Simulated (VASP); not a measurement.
# PbTe: an input that fails (relaxed cell and band gap)

PbTe, Fm-3m (no. 225), 2 atoms in the cell.

INCAR:
```
PREC     = Accurate       # precision mode
ENCUT    = 600            # plane-wave cutoff, eV
EDIFF    = 1E-7           # SCF threshold, eV
ISMEAR   = 0              # smearing method
SIGMA    = 0.02           # smearing width, eV
LREAL    = False          # projectors in reciprocal space
LASPH    = True           # aspherical terms in the spheres
GGA_COMPAT= False        
ALGO     = Normal         # electronic algorithm
NELM     = 80             # most SCF steps
ISIF     = 3              # what is computed and relaxed
LWAVE    = False          # write WAVECAR
LCHARG   = False          # write CHGCAR
GGA      = PS             # functional
IVDW     = 2              # dispersion correction
IBRION   = 2              # ionic algorithm
EDIFFG   = -0.005         # ionic threshold
NSW      = 20             # ionic steps
KPAR     = 2             
```

KPOINTS:
```
k-points
0
Gamma
  5 5 5
```

POSCAR:
```
TePb
1.0
    0.0000000000      3.2310000000      3.2310000000
    3.2310000000      0.0000000000      3.2310000000
    3.2310000000      3.2310000000      0.0000000000
Pb Te
1 1
Direct
    0.0000000000      0.0000000000      0.0000000000
    0.5000000000      0.5000000000      0.5000000000
```

Commands:
```
cat potpaw_PBE.64/Pb_d/POTCAR potpaw_PBE.64/Te/POTCAR > POTCAR
mpirun -np 2 vasp_std > vasp.out
```

VASP stops with:
```
vdw_forces_TS: ERROR unsupported xc-functional: please    define parameter VDW_SR for this functional ---->  I REFUSE TO CONTINUE WITH THIS SICK JOB ... BYE!!! <----
```

Cause: no damping parameters for this functional.
